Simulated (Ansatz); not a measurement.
# NaF (Fm-3m): how far a G0W0 gap depends on its settings

Aim: test how the G0W0 gap of the known phase of NaF (Fm-3m) with 2 atoms a cell moves with the number of bands, the screening cutoff and the other choices.

The runs shown are made with Ansatz 0.2.0. G0W0, plane waves. The values are computed, spin-unpolarised, and not measurements.

**1. The cell**

The cell was relaxed beforehand with r2SCAN.

Space group Fm-3m (No. 225), cubic; a = 4.594 Å in the conventional setting, 12.12 Å³ an atom. Around Na lie 6 F at 2.30 Å; around F lie 6 Na at 2.30 Å.

The structure in full:

```cif
data_structure
_symmetry_space_group_name_H-M 'P 1'
_symmetry_Int_Tables_number 1
_cell_length_a 3.2488
_cell_length_b 3.2488
_cell_length_c 3.2488
_cell_angle_alpha 60.000
_cell_angle_beta 60.000
_cell_angle_gamma 60.000
_cell_volume 24.25
loop_
_atom_site_label
_atom_site_type_symbol
_atom_site_fract_x
_atom_site_fract_y
_atom_site_fract_z
_atom_site_occupancy
Na1 Na 0.00000 0.00000 0.00000 1
F1 F 0.50000 0.50000 0.50000 1
```

**2. 39 empty bands, 80 eV**

Input file input.yaml:

```yaml
crystal:
  lattice:
    - [0.0, 2.2972417931, 2.2972417931]
    - [2.2972417931, 0.0, 2.2972417931]
    - [2.2972417931, 2.2972417931, 0.0]
  atoms:
    - { symbol: Na, position: [0.0, 0.0, 0.0] }
    - { symbol: F, position: [0.5, 0.5, 0.5] }
kpoints:
  mp_grid: { grid: [6, 6, 6] }
hamiltonian:
  xc: pbe
scf:
  occupations: { method: fixed }
gw:
  n_empty_bands: 39
  ecut_chi: 80
  qp_bands: [v2, c2]
  qp_kpoints: band_edges
  screening: { model: contour_deformation }
```

Launch:

```console
> ansatz run input.yaml --threads 4 --pin off --max-ram 5529MiB --backend cpu --events-out ev --progress --plain --runs-dir out
```

**3. 91 empty bands, 140 eV**

Changes to input.yaml since step 2:

```diff
@@ -15,4 +15,4 @@
 gw:
-  n_empty_bands: 39
-  ecut_chi: 80
+  n_empty_bands: 91
+  ecut_chi: 140
   qp_bands: [v2, c2]
```

**4. 167 empty bands, 210 eV**

Changes to input.yaml since step 3:

```diff
@@ -15,4 +15,4 @@
 gw:
-  n_empty_bands: 91
-  ecut_chi: 140
+  n_empty_bands: 167
+  ecut_chi: 210
   qp_bands: [v2, c2]
```

**5. Starting from HSE06**

Changes to input.yaml since step 4:

```diff
@@ -11,3 +11,3 @@
 hamiltonian:
-  xc: pbe
+  xc: hse06
 scf:
@@ -15,4 +15,4 @@
 gw:
-  n_empty_bands: 167
-  ecut_chi: 210
+  n_empty_bands: 91
+  ecut_chi: 140
   qp_bands: [v2, c2]
```

**6. Starting from LDA**

Changes to input.yaml since step 5:

```diff
@@ -11,3 +11,3 @@
 hamiltonian:
-  xc: hse06
+  xc: lda
 scf:
```

**7. Starting from r2SCAN**

Changes to input.yaml since step 6:

```diff
@@ -11,3 +11,3 @@
 hamiltonian:
-  xc: lda
+  xc: r2scan
 scf:
```

**8. A plasmon pole in place of the full frequency dependence**

Changes to input.yaml since step 7:

```diff
@@ -11,3 +11,3 @@
 hamiltonian:
-  xc: r2scan
+  xc: pbe
 scf:
@@ -19,2 +19,2 @@
   qp_kpoints: band_edges
-  screening: { model: contour_deformation }
+  screening: { model: godby_needs }
```

**9. A finer mesh, 8×8×8**

Changes to input.yaml since step 8:

```diff
@@ -9,3 +9,3 @@
 kpoints:
-  mp_grid: { grid: [6, 6, 6] }
+  mp_grid: { grid: [8, 8, 8] }
 hamiltonian:
@@ -15,6 +15,6 @@
 gw:
-  n_empty_bands: 91
-  ecut_chi: 140
+  n_empty_bands: 39
+  ecut_chi: 80
   qp_bands: [v2, c2]
   qp_kpoints: band_edges
-  screening: { model: godby_needs }
+  screening: { model: contour_deformation }
```

**10. Norm-conserving pseudopotentials**

Changes to input.yaml since step 9:

```diff
@@ -9,5 +9,6 @@
 kpoints:
-  mp_grid: { grid: [8, 8, 8] }
+  mp_grid: { grid: [6, 6, 6] }
 hamiltonian:
   xc: pbe
+  pseudopotentials: { kind: nc }
 scf:
@@ -15,4 +16,4 @@
 gw:
-  n_empty_bands: 39
-  ecut_chi: 80
+  n_empty_bands: 91
+  ecut_chi: 140
   qp_bands: [v2, c2]
```

Q: Predict the outcome of this session. Wanted: for each run, start; potentials; frequencies; empty bands; cutoff; Kohn-Sham gap; G0W0 gap.

As calculated:

| start | potentials | frequencies | empty bands | cutoff (eV) | mesh | Kohn-Sham gap (eV) | G0W0 gap (eV) |
| --- | --- | --- | --- | --- | --- | --- | --- |
| PBE | PAW | full | 39 | 80 | 6×6×6 | 6.46 | 10.51 |
| PBE | PAW | full | 91 | 140 | 6×6×6 | 6.46 | 10.59 |
| PBE | PAW | full | 167 | 210 | 6×6×6 | 6.46 | 10.74 |
| HSE06 | PAW | full | 91 | 140 | 6×6×6 | 8.63 | 11.62 |
| LDA | PAW | full | 91 | 140 | 6×6×6 | 6.11 | 10.56 |
| r2SCAN | PAW | full | 91 | 140 | 6×6×6 | 7.28 | 11.06 |
| PBE | PAW | pole | 91 | 140 | 6×6×6 | 6.46 | 10.64 |
| PBE | PAW | full | 39 | 80 | 8×8×8 | 6.46 | 10.51 |
| PBE | NC | full | 91 | 140 | 6×6×6 | 6.45 | 10.54 |

Gaps are those on each run's own mesh.

With bands and cutoff raised together, from 39 bands at 80 eV to 167 at 210 eV, the gap moves by +0.23 eV; the steps shown don't fix a limit. The starting point matters: against PBE, HSE06 gives +1.04 eV, LDA gives -0.03 eV, r2SCAN gives +0.47 eV. The plasmon pole changes the gap by +0.051 eV. Norm-conserving potentials change it by -0.045 eV. On the finer mesh the quasiparticle shift is +4.05 eV, against +4.06 eV on the coarse one.
